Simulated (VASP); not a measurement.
Set up this calculation in VASP 6.6.1, as the native input.

- Task: band structure
- Functional: PBE-EpsX
- Potentials or basis: VASP PAW PBE potentials, release 64 (Sn_d, Se)
- Cutoff: 520 eV
- k mesh: 6 × 6 × 3
- Occupations: gaussian, width 0.03 eV
- Spin: no spin polarisation
- Grid for exact exchange (PRECFOCK): Fast
- Exchange at q = 0: truncated
- Share of exact exchange: 0.0725
- Further INCAR settings: ALGO = Normal; EDIFF = 1e-07

The system is SnSe2.

```
CELL_PARAMETERS angstrom
3.84084 0.00000 0.00000
-1.92042 3.32627 0.00000
0.00000 0.00000 6.00733
ATOMIC_POSITIONS crystal
Sn 0.00000 0.00000 0.00000
Se 0.33333 0.66667 0.26551
Se 0.66667 0.33333 0.73449
```

These files were run (other wordings do the same):

POSCAR

```
SnSe2                                   
1.0
    3.8408446069     -0.0000000000     -0.0000000000
   -1.9204223035      3.3262690016      0.0000000000
    0.0000000000     -0.0000000000      6.0073279342
  Sn              Se            
     1     2
Direct
     0.0000000000000000    0.0000000000000000    0.0000000000000000
     0.3333333332999970    0.6666666667000030    0.2655066388118358
     0.6666666667000030    0.3333333332999970    0.7344933611881642
```

INCAR.step1

```
PREC = Accurate ; ENCUT = 520
EDIFF = 1E-8 ; ISMEAR = 0
SIGMA = 0.03 ; LREAL = F
LASPH = T ; NELM = 80
ALGO = Normal ; ISIF = 2
LWAVE = F ; LCHARG = F
KPAR = 4 ; GGA = PE
LEPSILON = T
```

KPOINTS.step1

```
Automatic mesh
0
G
  9 9 5
  0 0 0
```

INCAR.step2

```
PREC = Accurate ; ENCUT = 520
EDIFF = 1E-5 ; ISMEAR = 0
SIGMA = 0.03 ; LREAL = F
LASPH = T ; NELM = 80
ALGO = Normal ; ISIF = 2
LWAVE = T ; LCHARG = F
KPAR = 4 ; GGA = PE
```

KPOINTS.step2

```
regular mesh
0
Gamma
  6 6 3
```

INCAR.step3

```
PREC = Accurate ; ENCUT = 520
EDIFF = 1E-7 ; ISMEAR = 0
SIGMA = 0.03 ; LREAL = F
LASPH = T ; NELM = 80
ALGO = Normal ; ISIF = 2
LWAVE = F ; LCHARG = F
GGA = PE ; LHFCALC = T
AEXX = 0.0725 ; PRECFOCK = Fast
HFRCUT = -1 ; KPAR = 4
ISTART = 1
```

KPOINTS.step3

```
regular mesh
0
Gamma
  6 6 3
```

KPOINTS_OPT

```
explicit points
6
Reciprocal
 0.0000000000  0.0000000000  0.0000000000 1
 0.0000000000  0.0000000000  0.5000000000 1
 0.3333333333  0.3333333333  0.5000000000 1
 0.3333333333  0.3333333333  0.0000000000 1
 0.5000000000  0.0000000000  0.5000000000 1
 0.5000000000  0.0000000000  0.0000000000 1
```

Potentials or basis: VASP PAW PBE potentials, release 64 (Sn_d, Se).

Run with:

```bash
$ cat potpaw_PBE.64/Sn_d/POTCAR potpaw_PBE.64/Se/POTCAR > POTCAR
$ cp INCAR.step1 INCAR
$ cp KPOINTS.step1 KPOINTS
$ mpirun -np 4 vasp_std > vasp.out
$ cp INCAR.step2 INCAR
$ cp KPOINTS.step2 KPOINTS
$ mpirun -np 4 vasp_std > vasp.out
$ cp INCAR.step3 INCAR
$ cp KPOINTS.step3 KPOINTS
$ mpirun -np 4 vasp_std > vasp.out
```

It gave:

```yaml
Pressure: 1.4 GPa
Largest_force: 0.226 eV/Å
Band_gap_on_the_k_mesh: 0.88 eV, indirect (least direct gap 1.19 eV)
Band_gap_along_the_path: 1.07 eV, indirect (least direct gap 1.19 eV)
```

Caveat: the PAW data sets were made with another functional, which shifts forces and pressure a little; spin-orbit coupling is left out, which moves the levels of the heavy elements.

Run time: 11 min on 4 MPI ranks on Intel(R) Xeon(R) 6975P-C (Granite Rapids) (shared host), peak memory 0.51 GiB a rank.
